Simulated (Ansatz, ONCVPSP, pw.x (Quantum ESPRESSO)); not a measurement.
**What a changed setting does to a pw.x run (bcc Be)**

Potential: optimised norm-conserving Vanderbilt (ONCV), ONCVPSP 4.0.1.1 (patched build), PBE; core [He], reference 2s2; waves: 2s: rc 2.10 bohr, ncon 4, nbas 7, qcut 3.7 1/bohr, 2 projectors, debl 3.1 Ha; p scattering state at 0.22 Ha: rc 2.35 bohr, ncon 4, nbas 7, qcut 3 1/bohr, 1 projector; d scattering state at 0.16 Ha: rc 2.20 bohr, ncon 5, nbas 8, qcut 4.5 1/bohr, 2 projectors, debl 3.7 Ha; local part: polynomial inside 1.90 bohr (lpopt 5, dvloc0 3 Ha); core correction: Teter function, fcfact 3, rcfact 1.98. In the p channel the program set the typed energies aside and used 0.050 Ha.

The reference run (k-mesh 18³, cutoffs 50/200 Ry, Fermi–Dirac 0.01 Ry, mixing_beta 0.4, conv_thr 1e-9, no spin) gives -1.78 GPa at 7.821 Å³/atom, where all-electron LAPW gives 0.04 GPa. This run, with its own iteration cap, changes smearing to mv.

```
&control
  calculation='scf', prefix='x', pseudo_dir='./', outdir='./tmp', tstress=.true., disk_io='none'
/
&system
  ibrav=0, nat=1, ntyp=1, ecutwfc=50, ecutrho=200, nbnd=8,
  occupations='smearing', smearing='mv', degauss=0.01
/
&electrons
  conv_thr=1e-09, mixing_beta=0.4, electron_maxstep=70
/
ATOMIC_SPECIES
Be 1.0 Be.UPF
CELL_PARAMETERS angstrom
  -1.25045317 1.25045317 1.25045317
  1.25045317 -1.25045317 1.25045317
  1.25045317 1.25045317 -1.25045317
ATOMIC_POSITIONS crystal
Be 0.0000 0.0000 0.0000
K_POINTS automatic
18 18 18 0 0 0
```

```bash
pw.x < Be.scf.in > Be.scf.out
```

How does the run end?

It converges in 4 iterations; the free energy moves by +4.3 meV/atom and the pressure by -0.18 GPa. This scheme is built to cancel the term in the square of the width that Fermi–Dirac smearing leaves in the F of a metal.

```
Message from routine setup:
     using ibrav=0 with symmetry is DISCOURAGED, use correct ibrav instead
     lattice parameter (alat)  =       4.0929  a.u.
     unit-cell volume          =      52.7787 (a.u.)^3
     number of electrons       =         2.00
     number of Kohn-Sham states=            8
     kinetic-energy cutoff     =      50.0000  Ry
     charge density cutoff     =     200.0000  Ry
     scf convergence threshold =      1.0E-09
     Exchange-correlation= PBE
     number of k points=   195  Marzari-Vanderbilt smearing, width (Ry)=  0.0100
     iteration #  1     ecut=    50.00 Ry     beta= 0.40
     total energy              =      -2.54293669 Ry
     estimated scf accuracy    <       0.00048556 Ry
     iteration #  2     ecut=    50.00 Ry     beta= 0.40
     total energy              =      -2.54296436 Ry
     estimated scf accuracy    <       0.00016789 Ry
     iteration #  3     ecut=    50.00 Ry     beta= 0.40
     total energy              =      -2.54296866 Ry
     estimated scf accuracy    <       0.00000022 Ry
     iteration #  4     ecut=    50.00 Ry     beta= 0.40
     the Fermi energy is     9.0981 ev
!    total energy              =      -2.54296868 Ry
     estimated scf accuracy    <          9.4E-10 Ry
     smearing contrib. (-TS)   =      -0.00004401 Ry
     The total energy is F=E-TS. E is the sum of the following terms:
     one-electron contribution =       2.09250163 Ry
     hartree contribution      =       0.00234579 Ry
     xc contribution           =      -1.55760969 Ry
     ewald contribution        =      -3.08016240 Ry
     convergence has been achieved in   4 iterations
          total   stress  (Ry/bohr**3)                   (kbar)     P=      -19.59
     Message from routine punch:
     Nothing written, as per user request (disk_io='none')
```

The run took about 2.8 s on one core of a shared host (Neoverse-V2, 96 threads, 742 GiB, load 71).
